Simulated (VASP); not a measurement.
# SiMo3 (P6mm) in VASP: relaxation of cell and atoms with PBE

Aim: the relaxation of cell and atoms of SiMo3 with PBE.

Program: VASP 6.6.1. These are calculated values, not measurements. Logs are shortened: lines on timing, memory, paths and dates and some standing lists are left out, and cuts for length are marked.

### 1 Starting point

The structure is hexagonal, space group P6mm (No. 183). Conventional cell: a = 4.459 Å, b = 4.459 Å, c = 4.405 Å, α = 90.00°, β = 90.00°, γ = 120.00°. Si (site symmetry 6mm) is surrounded by 1 Mo at 1.86 Å. Mo (site symmetry 3m) is surrounded by 6 Mo at 2.57 to 2.67 Å. Around Mo (site symmetry 6mm) lie 1 Si at 1.86 Å.

The cell was built by a generator and needn't be a form met in nature.

### 2 Relaxation of cell and atoms, PBE

Input file INCAR:

```
SYSTEM = SiMo3
PREC = Normal ; ENCUT = 520
EDIFF = 1E-4 ; ISMEAR = 0
SIGMA = 0.15 ; LREAL = .FALSE.
LASPH = .TRUE. ; NELM = 60
ALGO = Fast ; ISIF = 3
LWAVE = .FALSE. ; LCHARG = .FALSE.
GGA = PE ; IBRION = 2
NSW = 24 ; EDIFFG = -0.08
```

Input file KPOINTS:

```
regular mesh
0
G
  5 5 5
  0 0 0
```

Input file POSCAR:

```
SiMo3
1.0
    4.4593246300      0.0000000000      0.0000000000
   -2.2296623100      3.8618884100      0.0000000000
    0.0000000000      0.0000000000      4.4047159300
Si Mo
1 3
Direct
    0.0000000000      0.0000000000      0.4897859900
    0.3333333300      0.6666666700      0.0759199100
    0.6666666700      0.3333333300      0.0759199100
    0.0000000000      0.0000000000      0.9114174400
```

Potentials or basis: VASP PAW PBE potentials, release 64 (Si, Mo_sv).

Started as:

```bash
$ cat potpaw_PBE.64/Si/POTCAR potpaw_PBE.64/Mo_sv/POTCAR > POTCAR
$ mpirun -np 1 vasp_std > vasp.out
```

OUTCAR:

```text
SYSTEM = SiMo3
   PREC = Normal
   ENCUT = 520
   EDIFF = 1E-4
   ISMEAR = 0
   LREAL = .FALSE.
   LASPH = .TRUE.
   NELM = 60
   ISIF = 3
   GGA = PE
   IBRION = 2
   NSW = 24
   EDIFFG = -0.08

 ion  position               nearest neighbor table
   1  0.000  0.000  0.490-   4 1.86   4 2.55   2 3.15   3 3.15   2 3.15   3 3.15   3 3.15   2 3.15

   2  0.333  0.667  0.076-   3 2.57   3 2.57   3 2.57   4 2.67   4 2.67   4 2.67   1 3.15   1 3.15
                             1 3.15
   3  0.667  0.333  0.076-   2 2.57   2 2.57   2 2.57   4 2.67   4 2.67   4 2.67   1 3.15   1 3.15
                             1 3.15
   4  0.000  0.000  0.911-   1 1.86   1 2.55   2 2.67   3 2.67   2 2.67   3 2.67   3 2.67   2 2.67

  LATTYP: Found a hexagonal cell.
 ALAT       =     4.4593246300
 C/A-ratio  =     0.9877540425

  Lattice vectors:

 A1 = (   4.4593246300,   0.0000000000,   0.0000000000)
 A2 = (  -2.2296623100,   3.8618884100,   0.0000000000)
 A3 = (   0.0000000000,   0.0000000000,   4.4047159300)

Analysis of symmetry for initial positions (statically):
=====================================================================
 Subroutine PRICEL returns:
 Original cell was already a primitive cell.

 Routine SETGRP: Setting up the symmetry group for a
 hexagonal supercell.

 Subroutine GETGRP returns: Found 12 space group operations
 (whereof 12 operations were pure point group operations)
 out of a pool of 24 trial point group operations.

The static configuration has the point symmetry C_6v.

Analysis of symmetry for dynamics (positions and initial velocities):
=====================================================================
 Subroutine PRICEL returns:
 Original cell was already a primitive cell.

 Routine SETGRP: Setting up the symmetry group for a
 hexagonal supercell.

 Subroutine GETGRP returns: Found 12 space group operations
 (whereof 12 operations were pure point group operations)
 out of a pool of 24 trial point group operations.

The dynamic configuration has the point symmetry C_6v.

 Subroutine INISYM returns: Found 12 space group operations
 (whereof 12 operations are pure point group operations),
 and found     1 'primitive' translations

----------------------------------------------------------------------------------------

                                     Primitive cell

  volume of cell :      75.8554

  direct lattice vectors                    reciprocal lattice vectors
     4.459324630  0.000000000  0.000000000     0.224249204  0.129470338  0.000000000
    -2.229662310  3.861888410  0.000000000     0.000000000  0.258940677  0.000000000
     0.000000000  0.000000000  4.404715930     0.000000000  0.000000000  0.227029397

  length of vectors
     4.459324630  4.459324625  4.404715930     0.258940677  0.258940677  0.227029397

  position of ions in fractional coordinates (direct lattice)
     0.000000000  0.000000000  0.489785990
     0.333333330  0.666666670  0.075919910
     0.666666670  0.333333330  0.075919910
     0.000000000  0.000000000  0.911417440

  ion indices of the primitive-cell ions
   primitive index   ion index
                 1           1
                 2           2
                 3           3
                 4           4

----------------------------------------------------------------------------------------

 KPOINTS: regular mesh

Automatic generation of k-mesh.
 Grid dimensions read from file:
 generate k-points for:    5    5    5

 Generating k-lattice:

  Cartesian coordinates                     Fractional coordinates (reciprocal lattice)
     0.044849841  0.025894068  0.000000000     0.200000000 -0.000000000  0.000000000
     0.000000000  0.051788135  0.000000000     0.000000000  0.200000000  0.000000000
     0.000000000  0.000000000  0.045405879     0.000000000  0.000000000  0.200000000

  Length of vectors
     0.051788135  0.051788135  0.045405879

  Shift w.r.t. Gamma in fractional coordinates (k-lattice)
     0.000000000  0.000000000  0.000000000

 Subroutine IBZKPT returns following result:
 ===========================================

 Found     15 irreducible k-points:

 Following reciprocal coordinates:
            Coordinates               Weight
  0.000000  0.000000  0.000000      1.000000
  0.200000 -0.000000  0.000000      6.000000
  0.400000  0.000000  0.000000      6.000000
  0.200000  0.200000  0.000000      6.000000
  0.400000  0.200000  0.000000      6.000000
  0.000000  0.000000  0.200000      2.000000
  0.200000 -0.000000  0.200000     12.000000
  0.400000  0.000000  0.200000     12.000000
  0.200000  0.200000  0.200000     12.000000
  0.400000  0.200000  0.200000     12.000000
  0.000000  0.000000  0.400000      2.000000
  0.200000 -0.000000  0.400000     12.000000
  0.400000  0.000000  0.400000     12.000000
  0.200000  0.200000  0.400000     12.000000
  0.400000  0.200000  0.400000     12.000000
   k-points           NKPTS =     15   k-points in BZ     NKDIM =     15   number of bands    NBANDS=     27
   number of dos      NEDOS =    301   number of ions     NIONS =      4
   total plane-waves  NPLWV =  21952
   dimension x,y,z NGX =    28 NGY =   28 NGZ =   28
   dimension x,y,z NGXF=    56 NGYF=   56 NGZF=   56
   ions per type =               1   3
   NGX,Y,Z   is equivalent  to a cutoff of  10.44, 10.44, 10.57 a.u.
   NGXF,Y,Z  is equivalent  to a cutoff of  20.88, 20.88, 21.14 a.u.
 SYSTEM =  SiMo3
   PREC   = normal    normal or accurate (medium, high low for compatibility)
   ISTART =      0    job   : 0-new  1-cont  2-samecut
   ICHARG =      2    charge: 1-file 2-atom 10-const
   ISPIN  =      1    spin polarized calculation?
   LNONCOLLINEAR =      F non collinear calculations
   LSORBIT =      F    spin-orbit coupling
   LASPH  =      T    aspherical Exc in radial PAW
   ENCUT  =  520.0 eV  38.22 Ry    6.18 a.u.   8.29  8.29  8.19*2*pi/ulx,y,z
   NELM   =     60;   NELMIN=  2; NELMDL= -5     # of ELM steps
   EDIFF  = 0.1E-03   stopping-criterion for ELM
   LREAL  =      F    real-space projection
   EDIFFG = -.8E-01   stopping-criterion for IOM
   NSW    =     24    number of steps for IOM
   IBRION =      2    ionic relax: 0-MD 1-quasi-New 2-CG
   NFREE  =      1    steps in history (QN), initial steepest desc. (CG)
   ISIF   =      3    stress and relaxation
   ISYM   =      2    0-nonsym 1-usesym 2-fastsym
   POTIM  = 0.5000    time-step for ionic-motion
   TEBEG  =    0.0;   TEEND  =   0.0 temperature during run
   PSTRESS=    0.0 pullay stress
   NELECT =      46.0000    total number of electrons
   NUPDOWN=      -1.0000    fix difference up-down
   EMIN   =  10.00;   EMAX   =-10.00  energy-range for DOS
   EFERMI =   0.00;   METHOD = LEGACY
   ISMEAR =     0;   SIGMA  =   0.15  broadening in eV -4-tet -1-fermi 0-gaus
   EFERMI_NEDOS =   21; number of points for ismear=-14 and -15
   IALGO  =     68    algorithm
   IMIX   =      4    mixing-type and parameters
     AMIX     =   0.40;   BMIX     =  1.00
     AMIX_MAG =   1.60;   BMIX_MAG =  1.00
  volume/ion in A,a.u.               =      18.96       127.97
  Fermi-wavevector in a.u.,A,eV,Ry     =   1.385687  2.618569 26.124941  1.920129
  Thomas-Fermi vector in A             =   2.510074
   LORBIT       =      0    0 simple, 1 ext, 2 COOP (PROOUT), +10 PAW based schemes
   GGA     = PE    functional components
   LHFCALC =     F    Hartree Fock is set to
   AEXX    =    0.0000 exact exchange contribution
   IVDW    =     0    specifies the selected vdW correction
   LEPSILON=     F    determine dielectric tensor
   LRPA    =     F    only Hartree local field effects (RPA)
 conjugate gradient relaxation of ions
 non-spin polarized calculation
 RMM-DIIS sequential band-by-band and
 Gauss-broadening in eV      SIGMA  =   0.15
  energy-cutoff  :      520.00
  volume of cell :       75.86
 maximum number of plane-waves:      2063
   NGX = 17   NGY = 17   NGZ = 17

--------------------------------------- Ionic step        1  -------------------------------------------

 number of electron      45.9999993 magnetization

 Free energy of the ion-electron system (eV)
  ---------------------------------------------------
  ext. energy  EPLUGINS =         0.00000000
  ---------------------------------------------------
  free energy    TOTEN  =       -30.11231626 eV

  energy without entropy =      -30.05913102  energy(sigma->0) =      -30.08572364

------------------------ aborting loop because EDIFF is reached ----------------------------------------

  FORCE on cell =-STRESS in cart. coord.  units (eV):
  Direction    XX          YY          ZZ          XY          YZ          ZX
  --------------------------------------------------------------------------------------
  -------------------------------------------------------------------------------------
  Total        0.9235200      0.9235200     30.6035229      0.0000000      0.0000000      0.0000000
  in kB       19.5060868     19.5060868    646.3909843      0.0000000      0.0000000      0.0000000
  external PRESSURE =     228.4677193 kB  Pullay stress =       0.0000000 kB
[... 23 lines left out ...]
  energy  without entropy=      -30.0591310206  energy(sigma->0) =      -30.08572364

--------------------------------------- Ionic step        2  -------------------------------------------

 number of electron      45.9999994 magnetization

 E-fermi :   4.8683     XC(G=0):  -8.9152

 val. band max:        4.8162820838   @ k =   0.2000  -0.0000   0.4000
 cond. band min:       4.9571592043   @ k =   0.2000   0.2000   0.4000
 fundamental gap:      0.1408771205
 Fermi energy:         4.8683047334

 k-point     1 :       0.0000    0.0000    0.0000
  band No.  band energies     occupation
      1     -56.3277      2.00000
      2     -55.8824      2.00000
      3     -55.7144      2.00000
      4     -31.8270      2.00000
      5     -30.4831      2.00000
      6     -30.4831      2.00000
[... 508 lines left out ...]
  FREE ENERGIE OF THE ION-ELECTRON SYSTEM (eV)
  ---------------------------------------------------
  free  energy   TOTEN  =       -31.1570916142 eV

  energy  without entropy=      -31.1041753093  energy(sigma->0) =      -31.13063346

[... ionic steps 4 to 16 ...]

--------------------------------------- Ionic step       17  -------------------------------------------

 number of electron      45.9999996 magnetization

------------------------ aborting loop because EDIFF is reached ----------------------------------------

  FORCE on cell =-STRESS in cart. coord.  units (eV):
  Direction    XX          YY          ZZ          XY          YZ          ZX
  --------------------------------------------------------------------------------------
  -------------------------------------------------------------------------------------
  Total        0.0150783      0.0150783      0.1923944      0.0000000      0.0000000      0.0000000
  in kB        0.2910760      0.2910760      3.7140417      0.0000000      0.0000000      0.0000000
  external PRESSURE =       1.4320646 kB  Pullay stress =       0.0000000 kB
[... 61 lines left out ...]
  energy  without entropy=      -34.3354796050  energy(sigma->0) =      -34.36707563

--------------------------------------- Ionic step       19  -------------------------------------------

 number of electron      45.9999995 magnetization

 Free energy of the ion-electron system (eV)
  ---------------------------------------------------
  ext. energy  EPLUGINS =         0.00000000
  ---------------------------------------------------
  free energy    TOTEN  =       -34.39909742 eV

  energy without entropy =      -34.33496171  energy(sigma->0) =      -34.36702956

 E-fermi :   7.2469     XC(G=0): -10.8542

 val. band max:        7.2252556637   @ k =   0.4000   0.0000   0.2000
 cond. band min:       7.2512760404   @ k =   0.4000   0.2000   0.4000
 fundamental gap:      0.0260203767
 Fermi energy:         7.2469221986

 k-point     1 :       0.0000    0.0000    0.0000
  band No.  band energies     occupation
      1     -53.5441      2.00000
      2     -53.3341      2.00000
      3     -53.0256      2.00000
      4     -28.0090      2.00000
      5     -28.0090      2.00000
      6     -27.7035      2.00000
[... 470 lines left out ...]
  FREE ENERGIE OF THE ION-ELECTRON SYSTEM (eV)
  ---------------------------------------------------
  free  energy   TOTEN  =       -34.3990974175 eV

  energy  without entropy=      -34.3349617106  energy(sigma->0) =      -34.36702956

 reached required accuracy - stopping structural energy minimisation
```

Wall time 5.2 min (1 thread of Intel Xeon Platinum 8259CL at 2.50GHz (Skylake/Cascade Lake), shared host); peak memory 0.17 GiB.

Results:

```
Free energy                            : -34.3991 eV
Relaxed volume                         : 20.85 Å³/atom
Relaxed cell                           : a = 4.358 Å, b = 4.358 Å, c = 5.070 Å, α = 90.00°, β = 90.00°, γ = 120.00°
Space group after relaxing (to 0.05 Å) : P6mm (No. 183)
Energy gained by relaxing              : 1071.7 meV/atom
Ionic steps                            : 19
Pressure after relaxing                : -0.5 GPa
Largest force after relaxing           : 0.072 eV/Å
Band gap on the k mesh                 : none (metal or under the smearing width)
```

Forces on the atoms (eV/Å):
```
Si   0.000  0.000 -0.072
Mo   0.000  0.000  0.033
Mo   0.000  0.000  0.033
Mo   0.000  0.000  0.006
```

Step by step:
```tsv
step	energy change (eV)	largest force (eV/Å)	pressure (GPa)	volume (Å³)
1	0.0000	16.9728	22.85	75.86
2	23.4275	86.1338	64.36	106.18
3	-1.0448	13.9250	15.58	85.62
4	-1.9770	10.8478	13.23	83.11
5	-2.7239	6.1982	12.61	79.47
6	-2.7766	4.5375	13.24	78.34
7	-3.3474	1.6321	-12.75	96.68
8	-3.6537	1.0671	-5.42	88.91
9	-3.9254	1.1032	1.57	85.05
10	-3.9255	1.1184	1.65	85.06
11	-4.1282	0.9204	-0.19	85.17
12	-4.2106	0.6721	-1.73	85.28
13	-4.2178	0.6128	-2.20	85.31
14	-4.2705	0.2493	2.55	81.99
15	-4.2720	0.1506	1.85	82.43
16	-4.2785	0.1020	-0.93	83.41
17	-4.2863	0.1004	0.14	83.00
18	-4.2864	0.1101	0.30	83.01
19	-4.2868	0.0725	-0.47	83.39
```

Final structure:
```yaml
crystal:
  lattice:
    - [4.35795, 0.00000, 0.00000]
    - [-2.17897, 3.77409, 0.00000]
    - [0.00000, 0.00000, 5.06993]
  atoms:
    - { symbol: Si, position: [0.00000, 0.00000, 0.39772] }
    - { symbol: Mo, position: [0.33333, 0.66667, 0.12661] }
    - { symbol: Mo, position: [0.66667, 0.33333, 0.12661] }
    - { symbol: Mo, position: [0.00000, 0.00000, 0.90209] }
```

Caveat: the relaxation stopped at a loose force limit of 0.08 eV/Å, so its end isn't a converged minimum.
